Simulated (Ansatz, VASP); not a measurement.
This is a calculation of Al for VASP 6.6.1.

The input INCAR:

```
SYSTEM = Al
PREC     = Accurate       ! precision mode
ENCUT    = 520            ! plane-wave cutoff, eV
EDIFF    = 1E-7           ! SCF threshold, eV
ISMEAR   = -1             ! smearing method
SIGMA    = 0.05           ! smearing width, eV
LREAL    = .FALSE.        ! projectors in reciprocal space
LASPH    = .TRUE.         ! aspherical terms in the spheres
NELM     = 60             ! most SCF steps
ALGO     = Normal         ! electronic algorithm
ISIF     = 2              ! what is computed and relaxed
LWAVE    = .FALSE.        ! write WAVECAR
LCHARG   = .FALSE.        ! write CHGCAR
GGA      = CA             ! functional
NBANDS   = 8              ! bands
```

Contents of KPOINTS:

```
Automatic mesh
0
G
  11 11 11
  0 0 0
```

File POSCAR:

```
Al
1.0
    0.0000000000      2.0248050000      2.0248050000
    2.0248050000      0.0000000000      2.0248050000
    2.0248050000      2.0248050000      0.0000000000
Al
1
Direct
    0.0000000000      0.0000000000      0.0000000000
```

Contents of KPOINTS_OPT:

```
path GXWKGLUWLK,UX
10
line-mode
reciprocal
 0.0000000000  0.0000000000  0.0000000000  G
 0.5000000000  0.0000000000  0.5000000000  X

 0.5000000000  0.0000000000  0.5000000000  X
 0.5000000000  0.2500000000  0.7500000000  W

 0.5000000000  0.2500000000  0.7500000000  W
 0.3750000000  0.3750000000  0.7500000000  K

 0.3750000000  0.3750000000  0.7500000000  K
 0.0000000000  0.0000000000  0.0000000000  G

 0.0000000000  0.0000000000  0.0000000000  G
 0.5000000000  0.5000000000  0.5000000000  L

 0.5000000000  0.5000000000  0.5000000000  L
 0.6250000000  0.2500000000  0.6250000000  U

 0.6250000000  0.2500000000  0.6250000000  U
 0.5000000000  0.2500000000  0.7500000000  W

 0.5000000000  0.2500000000  0.7500000000  W
 0.5000000000  0.5000000000  0.5000000000  L

 0.5000000000  0.5000000000  0.5000000000  L
 0.3750000000  0.3750000000  0.7500000000  K

 0.6250000000  0.2500000000  0.6250000000  U
 0.5000000000  0.0000000000  0.5000000000  X
```

Potentials or basis: VASP PAW LDA potentials, release 64 (Al).

The run is started by

```sh
$ cat potpaw_LDA.64/Al/POTCAR > POTCAR
$ mpirun -np 1 vasp_std > vasp.out
```

Translate it to Ansatz 0.2.0. Potentials there: Ansatz PAW.

As run (the cutoff follows the program's own potentials):

File input.yaml:

```yaml
crystal:
  lattice:
    - [0.0, 2.024805, 2.024805]
    - [2.024805, 0.0, 2.024805]
    - [2.024805, 2.024805, 0.0]
  atoms:
    - { symbol: Al, position: [0.0, 0.0, 0.0] }
hamiltonian:
  xc: lda
  pseudopotentials: { kind: paw }
kpoints:
  mp_grid: { grid: [11, 11, 11] }
  band_path:
    path:
      - [[0.0, 0.0, 0.0], [0.5, 0.0, 0.5], [0.5, 0.25, 0.75], [0.375, 0.375, 0.75], [0.0, 0.0, 0.0], [0.5, 0.5, 0.5], [0.625, 0.25, 0.625], [0.5, 0.25, 0.75], [0.5, 0.5, 0.5], [0.375, 0.375, 0.75]]
      - [[0.625, 0.25, 0.625], [0.5, 0.0, 0.5]]
    npoints: 14
scf:
  occupations: { method: fermi_dirac, width: 0.05 }
  n_extra_bands: 6
output:
  forces: true
  stress: true
  eigenvalues: true
  fatbands: false
```

Potentials or basis: Ansatz PAW.

Run with:

```bash
$ ansatz run input.yaml --threads 2 --pin off --max-ram 5632MiB --backend cpu --events-out ev --progress --plain --runs-dir out
```

Both were run:

|  | VASP | Ansatz | Ansatz less VASP |
| --- | --- | --- | --- |
| gap on the k mesh at the Fermi level (eV) | none | none | - |
| pressure (GPa) | -3.6 | -3.7 | -0.05 |

A gap of «none» marks a metal or a gap that the smearing closes.

Caveats: the PAW data sets come from PBE, with cores solved anew for the run's functional, which leaves a small shift of forces and pressure (Ansatz).
